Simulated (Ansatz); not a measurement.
Runs of Ansatz 0.2.0 on MnO2. It takes space group Pmmn (No. 59, orthorhombic). Conventional cell: a = 2.904 Å, b = 3.845 Å, c = 6.164 Å, α = 90.00°, β = 90.00°, γ = 90.00°. Around Mn (site symmetry mm2) lie 6 O at 1.83 to 2.05 Å. Around O (site symmetry mm2) lie 2 Mn at 1.83 Å. O (site symmetry mm2) is surrounded by 4 Mn at 1.98 to 2.05 Å. Measurements of this composition are mostly on another form, of space group No. 136.

| level | spin | cell | cutoff (eV) | gap on the mesh (eV) | pressure (GPa) | moment (μB) | largest force (eV/Å) |
| --- | --- | --- | --- | --- | --- | --- | --- |
| PBE | collinear, ferromagnetic start | strained by +1 % | 420 | none | -7.2 | 6.00 | 0.80 |
| PBE | collinear, ferromagnetic start | as given | 420 | none | -7.2 | 6.00 | 0.80 |
| r2SCAN | off | as given | 500 | none | -22.5 | - | (a) |
| r2SCAN | collinear, ferromagnetic start | as given | 500 | none | -12.6 | 6.00 | 1.06 |
| PBE | collinear, ferromagnetic start | strained by -1 % | 420 | none | -7.2 | 6.00 | 0.80 |

Alike in all rows: task single point; potentials or basis Ansatz PAW; k mesh 7 × 5 × 4; smearing fermi-dirac 0.05 eV.

**Question.** Estimate the missing entries.

**Answer.** (a) 3.41.

Caveats: semilocal functionals often make such compounds metallic where correlation or magnetic order opens a gap, which also shifts bond lengths; the PAW data sets come from PBE, with cores solved anew for the run's functional, which leaves a small shift of forces and pressure (some runs); forces of over 1 eV/Å show positions far from the minimum, so gaps and moduli don't describe the material at rest (some runs); the magnetic or orbital state may not be the lowest (some runs).

A gap of «none» marks a metal or a gap under the smearing width.
